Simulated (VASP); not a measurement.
# Ca (P6_3/mmc) in VASP: notebook

The runs below take Ca through single point, with PBE.

Program: VASP 6.6.1. These are calculated values, not measurements. Logs are shortened: lines on timing, memory, paths and dates and some standing lists are left out, and cuts for length are marked.

**1. The structure**

The structure is hexagonal, space group P6_3/mmc (No. 194). Conventional cell: a = 3.980 Å, b = 3.980 Å, c = 6.520 Å, α = 90.00°, β = 90.00°, γ = 120.00°. Around Ca (site symmetry -6m2) lie 12 Ca at 3.98 to 3.99 Å.

This isn't the form of Ca at room conditions, which is fcc.

**2. Single point, PBE**

File INCAR:

```
SYSTEM = Ca
ALGO     = Fast           ! electronic algorithm
EDIFF    = 1E-7           ! SCF threshold, eV
ENCUT    = 520            ! plane-wave cutoff, eV
GGA      = PE             ! functional
ISIF     = 2              ! what is computed and relaxed
ISMEAR   = -1             ! smearing method
LASPH    = .TRUE.         ! aspherical terms in the spheres
LCHARG   = .FALSE.        ! write CHGCAR
LREAL    = .FALSE.        ! projectors in reciprocal space
LWAVE    = .FALSE.        ! write WAVECAR
NBANDS   = 17             ! bands
NELM     = 100            ! most SCF steps
PREC     = Accurate       ! precision mode
SIGMA    = 0.05           ! smearing width, eV
```

File KPOINTS:

```
k-points
0
G
  8 8 4
  0 0 0
```

File POSCAR:

```
Ca
1.0
    3.9800000000      0.0000000000      0.0000000000
   -1.9900000000      3.4467811071      0.0000000000
    0.0000000000      0.0000000000      6.5200000000
Ca
2
Direct
    0.6666666667      0.3333333333      0.7500000000
    0.3333333333      0.6666666667      0.2500000000
```

Potentials or basis: VASP PAW PBE potentials, release 64 (Ca_sv).

On the command line:

```
$ cat potpaw_PBE.64/Ca_sv/POTCAR > POTCAR
$ mpirun -np 1 vasp_std > vasp.out
```

OUTCAR:

```text
SYSTEM = Ca
   EDIFF = 1E-7
   ENCUT = 520
   GGA = PE
   ISIF = 2
   ISMEAR = -1
   LASPH = .TRUE.
   LREAL = .FALSE.
   NELM = 100
   PREC = Accurate

 ion  position               nearest neighbor table
   1  0.667  0.333  0.750-
   2  0.333  0.667  0.250-

  LATTYP: Found a hexagonal cell.
 ALAT       =     3.9800000000
 C/A-ratio  =     1.6381909548

  Lattice vectors:

 A1 = (   3.9800000000,   0.0000000000,   0.0000000000)
 A2 = (  -1.9900000000,   3.4467811071,   0.0000000000)
 A3 = (   0.0000000000,   0.0000000000,   6.5200000000)

Analysis of symmetry for initial positions (statically):
=====================================================================
 Subroutine PRICEL returns:
 Original cell was already a primitive cell.

 Routine SETGRP: Setting up the symmetry group for a
 hexagonal supercell.

 Subroutine GETGRP returns: Found 24 space group operations
 (whereof 12 operations were pure point group operations)
 out of a pool of 24 trial point group operations.

The static configuration has the point symmetry D_3d.
 The point group associated with its full space group is D_6h.

Analysis of symmetry for dynamics (positions and initial velocities):
=====================================================================
 Subroutine PRICEL returns:
 Original cell was already a primitive cell.

 Routine SETGRP: Setting up the symmetry group for a
 hexagonal supercell.

 Subroutine GETGRP returns: Found 24 space group operations
 (whereof 12 operations were pure point group operations)
 out of a pool of 24 trial point group operations.

The dynamic configuration has the point symmetry D_3d.
 The point group associated with its full space group is D_6h.

 Subroutine INISYM returns: Found 24 space group operations
 (whereof 12 operations are pure point group operations),
 and found     1 'primitive' translations

----------------------------------------------------------------------------------------

                                     Primitive cell

  volume of cell :      89.4426

  direct lattice vectors                    reciprocal lattice vectors
     3.980000000  0.000000000  0.000000000     0.251256281  0.145062882  0.000000000
    -1.990000000  3.446781107  0.000000000     0.000000000  0.290125763  0.000000000
     0.000000000  0.000000000  6.520000000     0.000000000  0.000000000  0.153374233

  length of vectors
     3.980000000  3.980000000  6.520000000     0.290125763  0.290125763  0.153374233

  position of ions in fractional coordinates (direct lattice)
     0.666666667  0.333333333  0.750000000
     0.333333333  0.666666667  0.250000000

  ion indices of the primitive-cell ions
   primitive index   ion index
                 1           1
                 2           2

----------------------------------------------------------------------------------------

 KPOINTS: k-points

Automatic generation of k-mesh.
 Grid dimensions read from file:
 generate k-points for:    8    8    4

 Generating k-lattice:

  Cartesian coordinates                     Fractional coordinates (reciprocal lattice)
     0.031407035  0.018132860  0.000000000     0.125000000  0.000000000  0.000000000
     0.000000000  0.036265720  0.000000000     0.000000000  0.125000000  0.000000000
     0.000000000  0.000000000  0.038343558     0.000000000  0.000000000  0.250000000

  Length of vectors
     0.036265720  0.036265720  0.038343558

  Shift w.r.t. Gamma in fractional coordinates (k-lattice)
     0.000000000  0.000000000  0.000000000

 Subroutine IBZKPT returns following result:
 ===========================================

 Found     30 irreducible k-points:

 Following reciprocal coordinates:
            Coordinates               Weight
  0.000000  0.000000  0.000000      1.000000
  0.125000 -0.000000  0.000000      6.000000
  0.250000 -0.000000  0.000000      6.000000
  0.375000  0.000000  0.000000      6.000000
  0.500000 -0.000000  0.000000      3.000000
  0.125000  0.125000  0.000000      6.000000
[... 16 lines left out ...]
  0.250000 -0.000000  0.500000      6.000000
  0.375000  0.000000  0.500000      6.000000
 [... further k-points ...]
   k-points           NKPTS =     30   k-points in BZ     NKDIM =     30   number of bands    NBANDS=     17
   number of dos      NEDOS =    301   number of ions     NIONS =      2
   total plane-waves  NPLWV =  43200
   dimension x,y,z NGX =    30 NGY =   30 NGZ =   48
   dimension x,y,z NGXF=    60 NGYF=   60 NGZF=   96
   ions per type =               2
   NGX,Y,Z   is equivalent  to a cutoff of  12.53, 12.53, 12.24 a.u.
   NGXF,Y,Z  is equivalent  to a cutoff of  25.06, 25.06, 24.48 a.u.
 SYSTEM =  Ca
   PREC   = accura    normal or accurate (medium, high low for compatibility)
   ISTART =      0    job   : 0-new  1-cont  2-samecut
   ICHARG =      2    charge: 1-file 2-atom 10-const
   ISPIN  =      1    spin polarized calculation?
   LNONCOLLINEAR =      F non collinear calculations
   LSORBIT =      F    spin-orbit coupling
   LASPH  =      T    aspherical Exc in radial PAW
   ENCUT  =  520.0 eV  38.22 Ry    6.18 a.u.   7.40  7.40 12.12*2*pi/ulx,y,z
   NELM   =    100;   NELMIN=  2; NELMDL= -5     # of ELM steps
   EDIFF  = 0.1E-06   stopping-criterion for ELM
   LREAL  =      F    real-space projection
   EDIFFG = 0.1E-05   stopping-criterion for IOM
   NSW    =      0    number of steps for IOM
   IBRION =     -1    ionic relax: 0-MD 1-quasi-New 2-CG
   NFREE  =      0    steps in history (QN), initial steepest desc. (CG)
   ISIF   =      2    stress and relaxation
   ISYM   =      2    0-nonsym 1-usesym 2-fastsym
   POTIM  = 0.5000    time-step for ionic-motion
   TEBEG  =    0.0;   TEEND  =   0.0 temperature during run
   PSTRESS=    0.0 pullay stress
   NELECT =      20.0000    total number of electrons
   NUPDOWN=      -1.0000    fix difference up-down
   EMIN   =  10.00;   EMAX   =-10.00  energy-range for DOS
   EFERMI =   0.00;   METHOD = LEGACY
   ISMEAR =    -1;   SIGMA  =   0.05  broadening in eV -4-tet -1-fermi 0-gaus
   EFERMI_NEDOS =   21; number of points for ismear=-14 and -15
   IALGO  =     68    algorithm
   IMIX   =      4    mixing-type and parameters
     AMIX     =   0.40;   BMIX     =  1.00
     AMIX_MAG =   1.60;   BMIX_MAG =  1.00
  volume/ion in A,a.u.               =      44.72       301.79
  Fermi-wavevector in a.u.,A,eV,Ry     =   0.993657  1.877740 13.433783  0.987355
  Thomas-Fermi vector in A             =   2.125555
   LORBIT       =      0    0 simple, 1 ext, 2 COOP (PROOUT), +10 PAW based schemes
   GGA     = PE    functional components
   LHFCALC =     F    Hartree Fock is set to
   AEXX    =    0.0000 exact exchange contribution
   IVDW    =     0    specifies the selected vdW correction
   LEPSILON=     F    determine dielectric tensor
   LRPA    =     F    only Hartree local field effects (RPA)
 non-spin polarized calculation
 RMM-DIIS sequential band-by-band and
  energy-cutoff  :      520.00
  volume of cell :       89.44
 maximum number of plane-waves:      2436
 NGX is ok and might be reduce to    30

 number of electron      20.0000006 magnetization

 Free energy of the ion-electron system (eV)
  ---------------------------------------------------
  ext. energy  EPLUGINS =         0.00000000
  ---------------------------------------------------
  free energy    TOTEN  =        -3.85337843 eV

  energy without entropy =       -3.83692393  energy(sigma->0) =       -3.84515118

 E-fermi :   1.7694     XC(G=0):  -7.5581

 val. band max:        1.6848647941   @ k =   0.3750   0.2500   0.5000
 cond. band min:       1.8163988390   @ k =   0.2500   0.1250   0.0000
 fundamental gap:      0.1315340450
 Fermi energy:         1.7694080606

 k-point     1 :       0.0000    0.0000    0.0000
  band No.  band energies     occupation
      1     -40.4099      2.00000
      2     -40.3998      2.00000
      3     -21.4369      2.00000
      4     -21.3516      2.00000
      5     -21.3516      2.00000
      6     -21.3362      2.00000
[... 9 lines left out ...]
     16       4.2692      0.00000
     17       4.6425      0.00000

 k-point     2 :       0.1250   -0.0000    0.0000
  band No.  band energies     occupation
      1     -40.4086      2.00000
      2     -40.3991      2.00000
      3     -21.4314      2.00000
      4     -21.3640      2.00000
      5     -21.3555      2.00000
      6     -21.3491      2.00000
[... 9 lines left out ...]
     16       4.4001      0.00000
     17       4.4453      0.00000

 k-point     3 :       0.2500   -0.0000    0.0000
  band No.  band energies     occupation
      1     -40.4052      2.00000
      2     -40.3976      2.00000
      3     -21.4170      2.00000
      4     -21.3943      2.00000
      5     -21.3794      2.00000
      6     -21.3647      2.00000
[... 9 lines left out ...]
     16       4.5753      0.00000
     17       4.6103      0.00000

 k-point     4 :       0.3750    0.0000    0.0000
  band No.  band energies     occupation
      1     -40.4014      2.00000
      2     -40.3965      2.00000
      3     -21.4248      2.00000
      4     -21.4089      2.00000
      5     -21.3989      2.00000
      6     -21.3736      2.00000
[... 9 lines left out ...]
     16       5.0749      0.00000
     17       5.3177      0.00000

 k-point     5 :       0.5000   -0.0000    0.0000
  band No.  band energies     occupation
      1     -40.3996      2.00000
      2     -40.3963      2.00000
      3     -21.4375      2.00000
      4     -21.4209      2.00000
      5     -21.3884      2.00000
      6     -21.3772      2.00000
[... 9 lines left out ...]
     16       5.6446      0.00000
     17       5.7443      0.00000

 k-point     6 :       0.1250    0.1250    0.0000
  band No.  band energies     occupation
      1     -40.4062      2.00000
      2     -40.3981      2.00000
      3     -21.4215      2.00000
      4     -21.3819      2.00000
      5     -21.3750      2.00000
      6     -21.3586      2.00000
[... 9 lines left out ...]
     16       4.3895      0.00000
     17       4.4829      0.00000

 k-point     7 :       0.2500    0.1250    0.0000
  band No.  band energies     occupation
      1     -40.4026      2.00000
      2     -40.3968      2.00000
      3     -21.4096      2.00000
      4     -21.4049      2.00000
      5     -21.3998      2.00000
      6     -21.3721      2.00000
[... 9 lines left out ...]
     16       4.7281      0.00000
     17       5.1014      0.00000

 k-point     8 :       0.3750    0.1250    0.0000
  band No.  band energies     occupation
      1     -40.3996      2.00000
      2     -40.3963      2.00000
      3     -21.4307      2.00000
      4     -21.4150      2.00000
      5     -21.3885      2.00000
      6     -21.3826      2.00000
[... 9 lines left out ...]
     16       5.1842      0.00000
     17       5.5776      0.00000
[... 203 lines left out ...]
      1     -40.3991      2.00000
      2     -40.3967      2.00000
      3     -21.4223      2.00000
      4     -21.4210      2.00000
      5     -21.3897      2.00000
      6     -21.3797      2.00000
[... 9 lines left out ...]
     16       4.9223      0.00000
     17       5.1888      0.00000

 k-point    20 :       0.3750    0.2500    0.2500
  band No.  band energies     occupation
      1     -40.3977      2.00000
      2     -40.3967      2.00000
      3     -21.4258      2.00000
      4     -21.4170      2.00000
      5     -21.4032      2.00000
      6     -21.3852      2.00000
[... 9 lines left out ...]
     16       5.0097      0.00000
     17       5.5317      0.00000

 k-point    21 :       0.0000    0.0000    0.5000
  band No.  band energies     occupation
      1     -40.4049      2.00000
      2     -40.4049      2.00000
      3     -21.3822      2.00000
      4     -21.3822      2.00000
      5     -21.3439      2.00000
      6     -21.3439      2.00000
[... 9 lines left out ...]
     16       3.9726      0.00000
     17       5.2493      0.00000

 k-point    22 :       0.1250   -0.0000    0.5000
  band No.  band energies     occupation
      1     -40.4039      2.00000
      2     -40.4039      2.00000
      3     -21.3853      2.00000
      4     -21.3853      2.00000
      5     -21.3517      2.00000
      6     -21.3517      2.00000
[... 9 lines left out ...]
     16       4.0957      0.00000
     17       5.2276      0.00000

 k-point    23 :       0.2500   -0.0000    0.5000
  band No.  band energies     occupation
      1     -40.4014      2.00000
      2     -40.4014      2.00000
      3     -21.4036      2.00000
      4     -21.4036      2.00000
      5     -21.3595      2.00000
      6     -21.3595      2.00000
[... 9 lines left out ...]
     16       4.3685      0.00000
     17       5.2458      0.00000

 k-point    24 :       0.3750    0.0000    0.5000
  band No.  band energies     occupation
      1     -40.3990      2.00000
      2     -40.3990      2.00000
      3     -21.4300      2.00000
      4     -21.4300      2.00000
      5     -21.3617      2.00000
      6     -21.3617      2.00000
[... 9 lines left out ...]
     16       4.5143      0.00000
     17       5.4117      0.00000

 [... further k-points ...]

------------------------ aborting loop because EDIFF is reached ----------------------------------------

  FORCE on cell =-STRESS in cart. coord.  units (eV):
  Direction    XX          YY          ZZ          XY          YZ          ZX
  --------------------------------------------------------------------------------------
  -------------------------------------------------------------------------------------
  Total       -0.5136080     -0.5136080     -0.3719134     -0.0000000      0.0000000      0.0000000
  in kB       -9.2002157     -9.2002157     -6.6620515     -0.0000000      0.0000000      0.0000000
  external PRESSURE =      -8.3541609 kB  Pullay stress =       0.0000000 kB

 VOLUME and BASIS-vectors are now :
 -----------------------------------------------------------------------------
  energy-cutoff  :      520.00
  volume of cell :       89.44
      direct lattice vectors                 reciprocal lattice vectors
     3.980000000  0.000000000  0.000000000     0.251256281  0.145062882  0.000000000
    -1.990000000  3.446781107  0.000000000     0.000000000  0.290125763  0.000000000
     0.000000000  0.000000000  6.520000000     0.000000000  0.000000000  0.153374233

 POSITION                                       TOTAL-FORCE (eV/Angst)
 -----------------------------------------------------------------------------------
      1.99000      1.14893      4.89000         0.000000      0.000000      0.000000
     -0.00000      2.29785      1.63000        -0.000000     -0.000000      0.000000
 -----------------------------------------------------------------------------------
    total drift:                                0.000000     -0.000000      0.000000

  FREE ENERGIE OF THE ION-ELECTRON SYSTEM (eV)
  ---------------------------------------------------
  free  energy   TOTEN  =        -3.8533784286 eV

  energy  without entropy=       -3.8369239293  energy(sigma->0) =       -3.84515118
```

It took 31 s on 1 thread of Intel Xeon 6975P-C (Granite Rapids), shared host; peak memory 0.21 GiB.

What came out:

```yaml
Free_energy: -3.8534 eV
Pressure: -0.8 GPa
Band_gap_on_the_k_mesh: none (metal or under the smearing width)
```

[end of part 1 of 2]
